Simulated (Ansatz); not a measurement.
**W: a tetragonal deformation path**

The task here is to estimate one member of a computed series from the others.

Method: DFT PBE, scalar-relativistic, plane waves, PAW, in Ansatz 0.2.0.

## The starting structure

The structure is cubic, space group Fm-3m (No. 225). The conventional cell has a = 4.060 Å, b = 4.060 Å, c = 4.060 Å, α = 90.00°, β = 90.00°, γ = 90.00°. W (site symmetry m-3m) is surrounded by 12 W at 2.87 Å.

As a file:

```
CELL_PARAMETERS angstrom
0.00000 2.03000 2.03000
2.03000 0.00000 2.03000
2.03000 2.03000 0.00000
ATOMIC_POSITIONS crystal
W 0.00000 0.00000 0.00000
```

The cell is taken as given, not relaxed at this level.

The first run:

input.yaml reads:

```yaml
crystal:
  lattice:
    - [0.0, 2.03, 2.03]
    - [2.03, 0.0, 2.03]
    - [2.03, 2.03, 0.0]
  atoms:
    - { symbol: W, position: [0.0, 0.0, 0.0] }
basis:
  ecutwfc: 420
kpoints:
  mp_grid: { grid: [22, 22, 22] }
hamiltonian:
  xc: pbe
scf:
  occupations: { method: methfessel_paxton, width: 0.2 }
output:
  forces: true
  stress: true
  eigenvalues: true
```

Launch:

```
> ansatz run input.yaml --threads 1 --pin off --max-ram 2560MiB --backend cpu --events-out ev --progress --plain --runs-dir out
```

Among the steps run: Zero of the scan; ρ = 0.707; ρ = 1.414; ρ = 0.850; ρ = 1.200; Point ρ = 0.780; Point ρ = 1.300; Point ρ = 0.920; ρ = 1.100; At ρ = 0.650; At ρ = 1.500; At ρ = 0.960; Point ρ = 1.050.

One of the session's tables, all rows but one given; the rest of the session is left out.

It belongs to the step «The scan collected». 

| ρ | ΔE (meV/atom) | pressure (GPa) |
| --- | --- | --- |
| 0.650 | -395.3 | -9.1 |
| 0.707 | -466.7 | -10.1 |
| 0.780 | -381.2 | -9.0 |
| 0.850 | -218.3 | -6.6 |
| 0.920 | -71.6 | -5.0 |
| 0.960 | -18.6 | -4.8 |
| 1.000 | 0.0 | -4.9 |
| 1.050 | -22.3 | -4.8 |
| 1.100 | -61.3 | -4.7 |
| 1.200 | -103.2 | -3.9 |
| 1.300 | ? | ? |
| 1.414 | 165.0 | 4.2 |
| 1.500 | 425.6 | 10.8 |

**Question.** Estimate the row for ρ = 1.300.

Worked estimate for «ΔE (meV/atom)». A straight line through the neighbours (1.200, -103.2) and (1.414, 165.0) gives -103.2 + (165.0 + 103.2) × (1.300 − 1.200) / (1.414 − 1.200) = 22.1; a parabola fitted to 4 rows on both sides gives -41.6.

**Answer.** ΔE (meV/atom): -49.7; pressure (GPa): -1.5. In «ΔE (meV/atom)» the line misses by +71.8 and the parabola by +8.1.

Limits of these values: The settings of these runs were drawn from a wide range and may not be converged.
